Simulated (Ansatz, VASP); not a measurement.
# Tl: VASP beside Ansatz

```
CELL_PARAMETERS angstrom
2.99967 0.00000 0.00000
0.00000 2.99967 0.00000
0.00000 0.00000 2.99967
ATOMIC_POSITIONS crystal
Tl 0.00000 0.00000 0.00000
```

Alike in both runs: task single point; functional LDA; k mesh 12 × 12 × 12; occupations fermi-dirac, width 0.1 eV; no spin polarisation.

```csv
,VASP,Ansatz
version,VASP 6.6.1,Ansatz 0.2.0
potentials or method,"VASP PAW LDA potentials, release 64 (Tl_d)","plane waves (420 eV) with PAW, scalar-relativistic"
plane-wave cutoff (eV),520,420
valence electrons in the cell,13,13
```

Ansatz gave:

```
pressure (GPa) : 4.0
```

What did VASP give for the same quantities?

Pressure (GPa): 4.1.

Ansatz warned: «pseudo_functional_mismatch».

The runs have no spin-orbit coupling, so splittings on Tl are missing.
